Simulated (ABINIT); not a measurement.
The system is CdSe.

```
Cd Se
1.0
     0.00000    3.07027    3.07027
     3.07027    0.00000    3.07027
     3.07027    3.07027    0.00000
Cd Se
1 1
Direct
  0.00000 0.00000 0.00000
  0.25000 0.25000 0.25000
```

Measurements of this composition are mostly on another form, of space group No. 186.

Base run:

```yaml
Program: ABINIT 10.8.3 (patched build)
Functional: HCTH407
Potentials_or_basis: JTH PAW PBE v2.0
Cutoff: 463 eV
k_mesh: 8 × 8 × 8
Occupations: fermi-dirac, width 0.05 eV
Spin: no spin polarisation
```

Its results: band gap on the k mesh 0.92 eV, direct.

The run is repeated on the same cell with these changes: functional from HCTH407 to PBEsol. What comes out?

Band gap on the k mesh 0.42 eV, direct.

A k mesh can miss the band edges.

Not every run made on this cell is shown here.
